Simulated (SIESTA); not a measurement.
# P under changes of volume

One of the cells (16.467 Å³/atom); the others are scaled copies at fixed shape and fractional positions:

```
CELL_PARAMETERS angstrom
1.73715 1.00295 3.15041
-1.73715 1.00295 3.15041
0.00000 -2.00589 3.15041
ATOMIC_POSITIONS crystal
P 0.77292 0.77292 0.77292
P 0.22708 0.22708 0.22708
```

This isn't the form of P at room conditions, which is orthorhombic.

- Program: SIESTA 5.4.2
- Functional: PBE
- Potentials or basis: PseudoDojo 0.4 standard (PBE files)
- Basis: DZP (energy shift 0.002 Ry)
- Grid cutoff: 500 Ry
- Energy shift: 0.002 Ry
- k mesh: 9 × 9 × 9
- Occupations: fermi-dirac, width 0.05 eV
- Spin: no spin polarisation

```tsv
volume (Å³/atom)	energy over the lowest point (meV/atom)	pressure (GPa)	largest force (eV/Å)
15.175	?	?	?
15.498	29.70	7.8	0.710
15.821	16.33	5.6	0.562
16.467	1.99	1.8	0.305
16.789	0.00	0.1	0.160
17.112	1.40	-1.5	0.026
```

Question: What does the run at 15.175 Å³/atom give?

Answer: Energy over the lowest point 48.03 meV/atom; pressure 10.3 GPa; largest force 0.874 eV/Å.

Worked out: A Birch-Murnaghan fit of order 3 (a polynomial in V^(-2/3)) to the other rows has its minimum at 16.81 Å³/atom with B0 = V·E''(V) = 81 GPa and B' = 3.9 at fixed shape and positions, which overstates the stiffness. It gives 47.63 meV/atom at 15.175 Å³/atom, against the run's 48.03, and -dE/dV = 10.1 GPa, against 10.3.

Energies are extrapolated to zero smearing.

Caveats: the basis of atomic orbitals isn't converged, which shifts pressures, moduli and gaps.
